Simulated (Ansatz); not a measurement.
Input, command and steps of an Ansatz relaxation.

```yaml
crystal:
  lattice:
    - [0.0, 3.5664317646, 3.5664317646]
    - [3.5664317646, 0.0, 3.5664317646]
    - [3.5664317646, 3.5664317646, 0.0]
  atoms:
    - { symbol: K, position: [0.0, 0.0, 0.0] }
    - { symbol: I, position: [0.5, 0.5, 0.5] }
basis:
  ecutwfc: 420
kpoints:
  mp_grid: { grid: [6, 6, 6] }
hamiltonian:
  xc: pbe
scf:
  occupations: { method: gaussian, width: 0.02 }
output:
  forces: true
  stress: true
  eigenvalues: true
relax:
  adjacent_minimum: "off"
  f_tol: 0.01
  max_steps: 60
  cell: { stress_tol: 0.1 }
```

```bash
ansatz run input.yaml --threads 1 --pin off --max-ram 2560MiB --backend cpu --events-out ev --progress --plain --runs-dir out
```

Method: DFT PBE, scalar-relativistic, plane waves, PAW in Ansatz 0.2.0.

Of 4 frames 3 are shown, positions in Å and forces in eV/Å; the SCF threshold varies from step to step. Steps run on the plane waves of an earlier cell, with a Pulay correction in the pressure. The basis is chosen afresh for the last frame, the zero of the energies, and at times for earlier ones too; energy and pressure step there, also at an unchanged geometry.

```xyz
2
Lattice="0.0000 3.5664 3.5664 3.5664 0.0000 3.5664 3.5664 3.5664 0.0000" Properties=species:S:1:pos:R:3:forces:R:3 pbc="T T T" step=1 free_energy_over_end_meV_per_atom=0.67 pressure_GPa=0.23
K     0.0000    0.0000    0.0000    0.0000    0.0000    0.0000
I     3.5664    3.5664    3.5664    0.0000    0.0000    0.0000
2
Lattice="0.0000 3.5755 3.5755 3.5755 0.0000 3.5755 3.5755 3.5755 0.0000" Properties=species:S:1:pos:R:3:forces:R:3 pbc="T T T" step=2 free_energy_over_end_meV_per_atom=0.28 pressure_GPa=0.14
K     0.0000    0.0000    0.0000    0.0000    0.0000    0.0000
I     3.5755    3.5755    3.5755    0.0000    0.0000    0.0000
2
Lattice="0.0000 3.5907 3.5907 3.5907 0.0000 3.5907 3.5907 3.5907 0.0000" Properties=species:S:1:pos:R:3:forces:R:3 pbc="T T T" step=4 free_energy_over_end_meV_per_atom=0.00 pressure_GPa=0.00
K     0.0000    0.0000    0.0000    0.0000    0.0000    0.0000
I     3.5907    3.5907    3.5907    0.0000    0.0000    0.0000
```

It took 6.4 s on 1 thread of Arm Neoverse V2 (shared host), peak memory 0.34 GiB.